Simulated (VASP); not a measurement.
# VASP 6.6.1 run: SiC

INCAR

```
ISIF = 2
GGA = PE
EDIFF = 1E-7
SIGMA = 0.02
ENCUT = 520
IBRION = -1
LREAL = .FALSE.
LASPH = .TRUE.
LCHARG = .FALSE.
PREC = Accurate
NSW = 0
NBANDS = 16
NELM = 97
LWAVE = .FALSE.
ISMEAR = -1
```

KPOINTS

```
KPOINTS created by Atomic Simulation Environment
0
Monkhorst-Pack
12 12 6
0 0 0
```

POSCAR

```
Si C
 1.0000000000000000
     3.0753562450928453    0.0000000000287138   -0.0000000000000000
    -1.5376781225712892    2.6633366339231692    0.0000000000000000
    -0.0000000000000000    0.0000000000000000    5.0481081013589391
 Si  C
   2   2
Cartesian
 -0.0000000000165778  1.7755577559583506 -0.0020616743711291
  1.5376781225381340  0.8877788779935323  2.5219923763083409
 -0.0000000000165778  1.7755577559583506  1.8951022123807313
  1.5376781225381340  0.8877788779935323  4.4191562630602013
```

The recommended PBE PAW datasets give the neutral cell 16 valence electrons.

Command

```
mpirun -np 1 vasp_std
```

OSZICAR

```
N       E                     dE             d eps       ncg     rms          rms(c)
DAV:   1     0.262253808840E+02    0.26225E+02   -0.71724E+03  4032   0.896E+02
DAV:   2    -0.312492251794E+02   -0.57475E+02   -0.52237E+02  5696   0.158E+02
DAV:   3    -0.338123149608E+02   -0.25631E+01   -0.25524E+01  5400   0.308E+01
DAV:   4    -0.338312969367E+02   -0.18982E-01   -0.18979E-01  4816   0.327E+00
DAV:   5    -0.338314823109E+02   -0.18537E-03   -0.18537E-03  5368   0.305E-01    0.125E+01
DAV:   6    -0.301916808148E+02    0.36398E+01   -0.65215E+00  5064   0.157E+01    0.563E+00
DAV:   7    -0.301210426981E+02    0.70638E-01   -0.11153E+00  5792   0.616E+00    0.249E+00
DAV:   8    -0.301043668185E+02    0.16676E-01   -0.47042E-02  4632   0.139E+00    0.627E-01
DAV:   9    -0.301027852243E+02    0.15816E-02   -0.75377E-03  5352   0.589E-01    0.123E-01
DAV:  10    -0.301030983447E+02   -0.31312E-03   -0.10138E-03  4896   0.184E-01    0.573E-02
DAV:  11    -0.301031250189E+02   -0.26674E-04   -0.94444E-05  4696   0.691E-02    0.136E-02
DAV:  12    -0.301031260713E+02   -0.10524E-05   -0.65557E-06  5512   0.162E-02    0.403E-03
DAV:  13    -0.301031265980E+02   -0.52670E-06   -0.48590E-07  4984   0.455E-03    0.253E-03
DAV:  14    -0.301031266014E+02   -0.34679E-08   -0.28090E-08  3200   0.113E-03
   1 F= -.30103127E+02 E0= -.30103127E+02  d E =-.121074E-10
```

Standard output (part)

```
POSCAR found type information on POSCAR SiC
 POSCAR found :  2 types and       4 ions
 LDA part: xc-table for (Slater+PW92), standard interpolation
 POSCAR, INCAR and KPOINTS ok, starting setup
 WAVECAR not read
 entering main loop
```

From OUTCAR

```
k-points           NKPTS =    126   k-points in BZ     NKDIM =    126   number of bands    NBANDS=     16

   NELECT =      16.0000    total number of electrons

   dimension x,y,z NGX =    24 NGY =   24 NGZ =   40
   dimension x,y,z NGXF=    48 NGYF=   48 NGZF=   80

  energy-cutoff  :      520.00
  volume of cell :       41.35
      direct lattice vectors                 reciprocal lattice vectors
     3.075356245  0.000000000  0.000000000     0.325165581  0.187734436  0.000000000
    -1.537678123  2.663336634  0.000000000    -0.000000000  0.375468871  0.000000000
     0.000000000  0.000000000  5.048108101     0.000000000  0.000000000  0.198094015

 k-points in reciprocal lattice and weights: KPOINTS created by Atomic Simulation Env
   0.04166667  0.04166667  0.08333333       0.005
   0.12500000  0.04166667  0.08333333       0.009
   0.20833333  0.04166667  0.08333333       0.009
   0.29166667  0.04166667  0.08333333       0.009
   0.37500000  0.04166667  0.08333333       0.009
   0.45833333  0.04166667  0.08333333       0.009
  -0.45833333  0.04166667  0.08333333       0.009
  -0.37500000  0.04166667  0.08333333       0.009
   ...

 E-fermi :   8.6153

 k-point     1 :       0.0417    0.0417    0.0833
  band No.  band energies     occupation
      1      -7.1838      2.00000
      2      -3.8216      2.00000
      3      -0.1409      2.00000
      4       6.4570      2.00000
      5       6.7880      2.00000
      6       7.7705      2.00000
      7       8.0418      2.00000
      8       8.1732      2.00000
      9      13.4582      0.00000
     10      14.4472      0.00000
     11      15.0373      0.00000
     12      15.1619      0.00000
     13      16.0995      0.00000
     14      16.8788      0.00000
     15      17.3792      0.00000
     16      19.1782      0.00000

 k-point     2 :       0.1250    0.0417    0.0833
  band No.  band energies     occupation
      1      -6.8845      2.00000
      2      -3.5649      2.00000
      3       0.1233      2.00000
      4       5.1698      2.00000
      5       6.2587      2.00000
      6       6.9335      2.00000
      7       7.8024      2.00000
      8       7.9489      2.00000
      9      13.4548      0.00000
     10      14.6267      0.00000
     11      15.2397      0.00000
     12      15.6652      0.00000
     13      16.0081      0.00000
     14      16.9360      0.00000
     15      17.8607      0.00000
     16      18.3934      0.00000

 k-point     3 :       0.2083    0.0417    0.0833
  band No.  band energies     occupation
      1      -6.3551      2.00000
      2      -3.1300      2.00000
      3       0.5568      2.00000
      4       3.5847      2.00000
      5       5.4127      2.00000
      6       5.9033      2.00000
      7       7.3924      2.00000
      8       7.6178      2.00000
      9      12.6469      0.00000
     10      14.2708      0.00000
     11      15.3185      0.00000
     12      15.9780      0.00000
     13      16.3120      0.00000
     14      17.4029      0.00000
     15      18.1373      0.00000
     16      19.1776      0.00000

 ...

  Total        0.9067436      0.9067436      0.8613997      0.0000000      0.0000000     -0.0000000
  in kB       35.1354025     35.1354025     33.3783707      0.0000000      0.0000000     -0.0000000
  external PRESSURE =      34.5497252 kB  Pullay stress =       0.0000000 kB

 POSITION                                       TOTAL-FORCE (eV/Angst)
 -----------------------------------------------------------------------------------
     -0.00000      1.77556      5.04605         0.000000     -0.000000      0.003194
      1.53768      0.88778      2.52199        -0.000000      0.000000      0.003194
     -0.00000      1.77556      1.89510        -0.000000     -0.000000     -0.003194
      1.53768      0.88778      4.41916         0.000000     -0.000000     -0.003194
 -----------------------------------------------------------------------------------
    total drift:                               -0.000000     -0.000000     -0.000127

  FREE ENERGIE OF THE ION-ELECTRON SYSTEM (eV)
  ---------------------------------------------------
  free  energy   TOTEN  =       -30.1031266014 eV

  energy  without entropy=      -30.1031266014  energy(sigma->0) =      -30.10312660
```

It converged. Results: gap between bands v and c on the k mesh 2.55 eV; least direct gap on the k mesh 4.08 eV; pressure 3.5 GPa. Band v is the last that the valence electrons fill when counted band by band, and c is the next.

The shifted mesh misses Γ, so a band edge there is missed.

For comparison, a separate PBE run of the intended cell, on usual settings and not on those above, gives a gap of 2.27 eV on its mesh and a pressure of 3.5 GPa.

The run above took about 24 s on one core of a shared host (Intel Xeon 6975P-C) and held 0.2 GiB at most.
